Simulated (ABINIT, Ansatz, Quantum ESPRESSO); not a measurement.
# The electronic dielectric constant of GaP, sorted by core time

Symmetry: F-43m, No. 216, cubic system. The conventional cell has a = 5.451 Å, b = 5.451 Å, c = 5.451 Å, α = 90.00°, β = 90.00°, γ = 90.00°. Ga (site symmetry -43m) is surrounded by 4 P at 2.36 Å. Around P (site symmetry -43m) lie 4 Ga at 2.36 Å.

```csv
rung,level,program and potentials,cutoff (eV),k mesh,smearing,task,spin,core time,chip,electronic dielectric constant,notes
GGA,PBEsol,"Ansatz, Ansatz PAW",420,8 × 8 × 8,fixed,Born charges and dielectric tensor,off,44 s,Arm Neoverse V1,10.68,"potentials made for PBE, which Ansatz adapts in part"
LDA,LDA,"Ansatz, Ansatz PAW",420,8 × 8 × 8,fixed,Born charges and dielectric tensor,off,72 s,Intel Xeon Skylake/Cascade Lake,10.92,"potentials made for PBE, which Ansatz adapts in part"
LDA,LDA,"Ansatz, Ansatz PAW",420,6 × 6 × 6,fixed,phonons,off,78 s,Intel Xeon Skylake/Cascade Lake,10.92,"potentials made for PBE, which Ansatz adapts in part"
GGA,PBE,"Ansatz, Ansatz PAW",420,6 × 6 × 6,fixed,phonons,off,86 s,Intel Xeon Skylake/Cascade Lake,10.37,"far from this level's other runs, on another mesh"
LDA,LDA,"Ansatz, Ansatz PAW",420,7 × 7 × 7,fixed,phonons,off,4.5 min,Arm Neoverse V2,10.92,"potentials made for PBE, which Ansatz adapts in part"
GGA,PBEsol,"ABINIT, PseudoDojo NC SR PBEsol v0.4.1 standard",980,"4 × 4 × 4, 4 shifts",fixed,dielectric tensor,off,6 min,Intel Xeon 6975P-C Granite Rapids,11.47,-
GGA,PBE,"ABINIT, PseudoDojo NC SR PBE v0.4.1 standard",980,"4 × 4 × 4, 4 shifts",fixed,phonons,off,7.1 min,Intel Xeon 6975P-C Granite Rapids,11.07,-
LDA,LDA,"ABINIT, PseudoDojo NC SR LDA v0.4.1 standard",980,"4 × 4 × 4, 4 shifts",fixed,dielectric tensor,off,9.4 min,Arm Neoverse V1,11.78,"far from this level's other runs, on another mesh"
GGA,RPBE,"Quantum ESPRESSO, PseudoDojo 0.4.1 SR PBE standard",1088,"6 × 6 × 6, shifted",fixed,phonons,off,13 min,Arm Neoverse V2,10.58,potentials made for PBE; cell relaxed first (21.42 Å³/atom)
LDA,LDA,"Quantum ESPRESSO, PseudoDojo 0.4.1 SR LDA standard",1088,"6 × 6 × 6, shifted",fixed,phonons,off,14 min,Arm Neoverse V1,10.76,cell relaxed first (19.55 Å³/atom)
GGA,PBE,"Quantum ESPRESSO, PseudoDojo 0.4.1 SR PBE standard",1088,"6 × 6 × 6, shifted",fixed,phonons,off,14 min,Arm Neoverse V1,10.78,cell relaxed first (20.88 Å³/atom)
GGA,PBEsol,"Quantum ESPRESSO, PseudoDojo 0.4 FR PBEsol standard",1088,"6 × 6 × 6, shifted",fixed,dielectric tensor,"SOC, no magnetisation",18 min,Arm Neoverse V2,(a),-
GGA,PBE,"Quantum ESPRESSO, PseudoDojo 0.4 FR PBE standard",1088,"6 × 6 × 6, shifted",fixed,dielectric tensor,"SOC, no magnetisation",18 min,Arm Neoverse V2,(b),-
non-local van der Waals functional,vdW-DF-cx,"Quantum ESPRESSO, PseudoDojo 0.4.1 SR PBE standard",1088,"6 × 6 × 6, shifted",fixed,phonons,off,20 min,Arm Neoverse V1,10.85,potentials made for PBE; cell relaxed first (20.30 Å³/atom)
GGA,PBE,"Quantum ESPRESSO, PseudoDojo 0.4.1 SR PBE standard",1088,"4 × 4 × 4, shifted",fixed,phonons and Raman activities,off,49 min,Arm Neoverse V1,11.39,coarse mesh; cell relaxed first (20.87 Å³/atom)
GGA,PBE,"ABINIT, PseudoDojo NC FR PBE v0.4 standard",980,"4 × 4 × 4, 4 shifts",fixed,phonon dispersion,"SOC, no magnetisation",2.9 h,Intel Xeon Platinum 8559C Emerald Rapids,11.07,-
```

Times are single runs on shared hosts and different chips, so they are rough; meshes, cutoffs and the tasks' sizes weigh on the time. Smearing widths are in eV. The cell comes from a database and isn't always the measured one. Meshes differ between rows, which moves values too. All levels ran on this one cell, unrelaxed unless noted. Meshes are those of the run's cell of 2 atoms unless a note names another. Ansatz refines the mesh for the field response beyond the one shown. Runs on faulty files, with rough fits or with known faults for this quantity aren't shown.

Problem. Estimate the values left out from the other rows.

Solution. (a) 10.83; (b) 10.51.
